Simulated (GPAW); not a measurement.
# Sb (Im-3m) in GPAW: a series of runs, part 2 of 2

GPAW 26.7.0.

### 3 Band structure, PBEsol

run.py

```python
from ase import Atoms
from ase.dft.bandgap import bandgap
from ase.io import write
from ase.units import GPa
from gpaw import GPAW, PW, setup_paths

setup_paths.insert(0, '.')

atoms = Atoms(['Sb'],
              cell=[[-1.8713408863, 1.8713408863, 1.8713408863],
                    [1.8713408863, -1.8713408863, 1.8713408863],
                    [1.8713408863, 1.8713408863, -1.8713408863]],
              scaled_positions=[[0.0, 0.0, 0.0]],
              pbc=True)

calc = GPAW(mode=PW(600),
            xc='PBEsol',
            kpts={'size': (10, 10, 10), 'gamma': True},
            occupations={'name': 'fermi-dirac', 'width': 0.05},
            nbands=15,
            convergence={'density': 1e-05, 'energy': 1e-05},
            maxiter=150,
            txt='gpaw.txt')
atoms.calc = calc
energy = atoms.get_potential_energy()
forces = atoms.get_forces()
stress = atoms.get_stress()
calc.write('gs.gpw')
write('result.traj', atoms)
print(f'Energy: {energy:.6f} eV')
print('Forces (eV/A):')
print(forces.round(4))
print('Stress (GPa):', (stress / GPa).round(3))
print('Fermi level:', round(calc.get_fermi_level(), 4), 'eV')
print(f'Gap: {bandgap(calc)[0]:.4f} eV, direct: {bandgap(calc, direct=True)[0]:.4f} eV')

path = atoms.cell.bandpath('GHNGPH,PN', npoints=80, eps=1e-4)
bs_calc = calc.fixed_density(kpts=path, symmetry='off', nbands=24,
                             convergence={'bands': 'CBM+6.0', 'eigenstates': 1e-6}, txt='bands.txt')
bs = bs_calc.band_structure()
bs.write('bs.json')
print(f'Gap on the path: {bandgap(bs_calc)[0]:.4f} eV')
```

Potentials or basis: PAW data sets generated in the run's folder for this functional, pw.

On the command line:

```bash
$ gpaw-setup -f PBEsol Sb
$ OMP_NUM_THREADS=1 python run.py
```

Wall time 24 s (1 thread of Intel Xeon Platinum 8259CL at 2.50GHz (Skylake/Cascade Lake), shared host); peak memory 0.2 GiB.

Results (log left out):

```yaml
Free_energy: -4.6468 eV
Pressure: -0.4 GPa
Band_gap_along_the_path: none (metal or under the smearing width)
```

Levels at the corners of the path, in eV from the Fermi level:
```
point  band 5  band 6  band 7  band 8  band 9  band 10
    Γ  -29.08  -13.03    5.69    5.69    5.69    11.42
    H  -29.04   -5.46   -2.04   -2.04   -2.04     2.94
    N  -29.03   -8.82   -5.74    1.76    3.82     6.62
    Γ  -29.08  -13.03    5.69    5.69    5.69    11.42
    P  -29.08   -7.79   -2.85   -2.85   -2.85    16.15
    H  -29.04   -5.46   -2.04   -2.04   -2.04     2.94
    P  -29.08   -7.79   -2.85   -2.85   -2.85    16.15
    N  -29.03   -8.82   -5.74    1.76    3.82     6.62
```

Caveat: spin-orbit coupling is left out, which moves the levels of the heavy elements.

### 4 Band structure, PBEsol, spin-orbit coupling, no magnetisation

Edit run.py of step 3 so:

```diff
@@ -1 +1,2 @@
+import numpy as np
 from ase import Atoms
@@ -5,2 +6,3 @@
 from gpaw import GPAW, PW, setup_paths
+from gpaw.spinorbit import soc_eigenstates
 
@@ -42 +44,7 @@
 print(f'Gap on the path: {bandgap(bs_calc)[0]:.4f} eV')
+
+soc = soc_eigenstates(bs_calc, theta=90, phi=0)
+np.savetxt('soc_bands.dat', soc.eigenvalues(), fmt='%.4f')
+mesh = soc_eigenstates('gs.gpw', theta=90, phi=0)
+np.savetxt('soc_mesh.dat', mesh.eigenvalues(), fmt='%.4f')
+print('Fermi level with spin-orbit coupling:', round(mesh.fermi_level, 4), 'eV')
```

Potentials or basis: PAW data sets generated in the run's folder for this functional, pw.

On the command line:

```bash
$ gpaw-setup -f PBEsol Sb
$ OMP_NUM_THREADS=1 python run.py
```

gpaw.txt:

```text
__  _  _
 | _ |_)|_||  |
 |__||  | ||/\| - 26.7.0

Input parameters:
  mode=PW(ecut=600.0),
  convergence={'density': 1e-05, 'energy': 1e-05},
  kpts=MonkhorstPack(size=(10, 10, 10), gamma=True),
  maxiter=150,
  nbands=15,
  occupations=Occupations(name='fermi-dirac', width=0.05),
  xc=XC(name='PBEsol')

Diagonalizing LCAO Hamiltonian
Converting LCAO to pw mode

       Sb

Atoms  # Å, Bohr magnetons
|   | symbol |        x |        y |        z |    initial magnetic moments |
|---|--------|----------|----------|----------|-----------------------------|
| 0 |     Sb | 0.000000 | 0.000000 | 0.000000 | ( 0.0000,  0.0000,  0.0000) |

Unit cell  # Å
| periodic |         x |         y |         z |  lengths |     angles |
|----------|-----------|-----------|-----------|----------|------------|
|      yes | -1.871341 |  1.871341 |  1.871341 | 3.241257 | 109.471221 |
|      yes |  1.871341 | -1.871341 |  1.871341 | 3.241257 | 109.471221 |
|      yes |  1.871341 |  1.871341 | -1.871341 | 3.241257 | 109.471221 |

Number of symmetries: 48
Symmetry operations  # r_c * U_cc + t_c -> r_c
|    | kind |            matrix            |
|----|------|------------------------------|
|  0 |  σ   |  1, 1, 1,  0, 0,-1,  0,-1, 0 |
|  1 |  C4  |  1, 1, 1,  0, 0,-1, -1, 0, 0 |
|  2 |  C2  |  1, 1, 1,  0,-1, 0,  0, 0,-1 |
|  3 |  S6  |  1, 1, 1,  0,-1, 0, -1, 0, 0 |
|  4 |  S6  |  1, 1, 1, -1, 0, 0,  0, 0,-1 |
|  5 |  C4  |  1, 1, 1, -1, 0, 0,  0,-1, 0 |
|  6 |  E   |  1, 0, 0,  0, 1, 0,  0, 0, 1 |
|  7 |  σ   |  1, 0, 0,  0, 1, 0, -1,-1,-1 |
[... 144 lines left out ...]
- Maximum [total energy] change in last 3 cyles: 1e-05 eV / valence electron
- Maximum integral of absolute [eigenst]ate change: 4e-08 eV^2 / valence electron
maximum number of iterations: 150

SCF iterations
|iter     | |      energy | eigst |  dens |
|---------|-|-------------|-------|-------|
|iter:   1| |   -4.647410 | +0.22 |       |
|iter:   2| |   -4.648915 | -2.15 | -1.83 |
|iter:   3| |   -4.642102 | -2.81 | -1.85 |
|iter:   4| |   -4.642306 | -4.22 | -2.45 |
|iter:   5| |   -4.642347 | -5.32 | -2.99 |
|iter:   6| |   -4.642348c| -6.68 | -3.81 |
|iter:   7| |   -4.642348c| -8.15c| -4.75 |
|iter:   8| |   -4.642348c| -7.91c| -5.18c|

Converged in 8 steps
Energy contributions relative to reference atoms: (reference = -176204.783462)

Energy contributions:
  Kinetic:          -0.536795
  Coulomb:           0.199967
  Zero:              0.162754
  External:          0.000000
  Xc:               -4.463780
  Entropy:          -0.008990
  Spinorbit:         0.000000
  ----------------------------
  Free energy:      -4.646843
  Extrapolated:     -4.642348

dipole moment: (-6.782918, -6.782918, -6.782918)  # |e|*Ang

Fermi level: 8.239
Eigenvalues  # (at kpt = [0.000, 0.000, 0.000])
| band index |      eig [eV] | occ [0-2] |
|------------|---------------|-----------|
|          0 |       -20.915 |     2.000 |
|          1 |       -20.915 |     2.000 |
|          2 |       -20.915 |     2.000 |
|          3 |       -20.838 |     2.000 |
|          4 |       -20.838 |     2.000 |
|          5 |        -4.792 |     2.000 |
|          6 |        13.931 |     0.000 |
|          7 |        13.931 |     0.000 |
|          8 |        13.931 |     0.000 |
|          9 |        19.664 |     0.000 |
|         10 |        19.664 |     0.000 |
|         11 |        19.664 |     0.000 |
|         12 |        20.142 |     0.000 |
|         13 |        20.142 |     0.000 |
|         14 |        20.152 |     0.000 |

No gap
No difference between direct/indirect transitions

Forces  # eV/Ang
|       x |       y |       z |
|---------|---------|---------|
| 0.00000 | 0.00000 | 0.00000 |  # Sb   0

Stress tensor  # eV/Ang^3
|         x |         y |         z |
|-----------|-----------|-----------|
|  0.002302 | -0.000000 | -0.000000 |
| -0.000000 |  0.002302 | -0.000000 |
| -0.000000 | -0.000000 |  0.002302 |

# Writing to gs.gpw (mode='')
```

stdout:

```text
Energy: -4.642348 eV
Forces (eV/A):
[[0. 0. 0.]]
Stress (GPa): [ 0.369  0.369  0.369 -0.    -0.    -0.   ]
Fermi level: 8.2391 eV
Gap: 0.0000 eV, direct: 0.0000 eV
Gap on the path: 0.0000 eV
Fermi level with spin-orbit coupling: 8.2484 eV
```

bands.txt:

```text
Diagonalizing LCAO Hamiltonian
Converting LCAO to pw mode
convergence criteria:
- Maximum integral of absolute [eigenst]ate change: 1e-06 eV^2 / valence electron
maximum number of iterations: 150

SCF iterations
|iter     | |      energy | eigst |  dens |
|---------|-|-------------|-------|-------|
|iter:   1| |             | +0.14 |       |
[... 85 lines left out ...]
         [ 0.19444444,  0.19444444,  0.30555556],
         [ 0.16666667,  0.16666667,  0.33333333],
         [ 0.13888889,  0.13888889,  0.36111111],
         [ 0.11111111,  0.11111111,  0.38888889],
         [ 0.08333333,  0.08333333,  0.41666667],
         [ 0.05555556,  0.05555556,  0.44444444],
         [ 0.02777778,  0.02777778,  0.47222222],
         [ 0.        ,  0.        ,  0.5       ]])),
  maxiter=150,
  nbands=24,
  occupations=Occupations(name='fermi-dirac', width=0.05),
  symmetry=Symmetry(point_group=False, time_reversal=False),
  xc=XC(name='PBEsol')
```

Wall time 28 s (1 thread of Intel Xeon Platinum 8259CL at 2.50GHz (Skylake/Cascade Lake), shared host); peak memory 0.24 GiB.

Results:

| Item | Value |
| --- | --- |
| Free energy | -4.6468 eV |
| Pressure | -0.4 GPa |
| Band gap along the path | none (metal or under the smearing width) |

Levels at the corners of the path, in eV from the Fermi level:
```
point  band 13  band 14  band 15  band 16  band 17  band 18  band 19  band 20
    Γ     4.70     4.70     6.17     6.17     6.17     6.17    11.38    11.38
    H    -2.57    -2.57    -1.80    -1.80    -1.80    -1.80     2.93     2.93
    N    -5.77    -5.77     1.69     1.69     3.86     3.86     6.61     6.61
    Γ     4.70     4.70     6.17     6.17     6.17     6.17    11.38    11.38
    P    -3.24    -3.24    -2.68    -2.68    -2.68    -2.68    15.46    15.46
    H    -2.57    -2.57    -1.80    -1.80    -1.80    -1.80     2.93     2.93
    P    -3.24    -3.24    -2.68    -2.68    -2.68    -2.68    15.46    15.46
    N    -5.77    -5.77     1.69     1.69     3.86     3.86     6.61     6.61
```

Caveat: spin-orbit coupling was added after a scalar SCF, so levels and gaps hold it while energy, forces, pressure and moments don't; this program's spin-orbit splittings come out too wide for heavy elements.

### 5 Summary

| task | level | potentials or basis | spin | band path | band points | spin axis theta (degrees) | spin axis phi (degrees) | soc after scf | pressure (GPa) |
| --- | --- | --- | --- | --- | --- | --- | --- | --- | --- |
| equation of state | r2SCAN | GPAW PAW data sets (gpaw-data 1.2.1), pw | off | - | - | - | - | - | - |
| band structure | PBEsol | PAW data sets generated in the run's folder for this functional, pw | off | GHNGPH,PN | 80 | - | - | - | -0.4 |
| band structure | PBEsol | PAW data sets generated in the run's folder for this functional, pw | SOC, no magnetisation | GHNGPH,PN | 80 | 90 | 0 | second variation | -0.4 |

Alike in all rows: cell as given; k mesh 10 × 10 × 10; cutoff (eV) 600; smearing fermi-dirac 0.05 eV.

Caveats: the points scatter about the fit (some runs); the PAW data sets were made with another functional, which shifts forces and pressure a little (some runs); spin-orbit coupling is left out, which moves the levels of the heavy elements (some runs); spin-orbit coupling was added after a scalar SCF, so levels and gaps hold it while energy, forces, pressure and moments don't (some runs); this program's spin-orbit splittings come out too wide for heavy elements (some runs).

Total energies depend on the potentials used, so only differences within one code and one set of settings carry meaning.
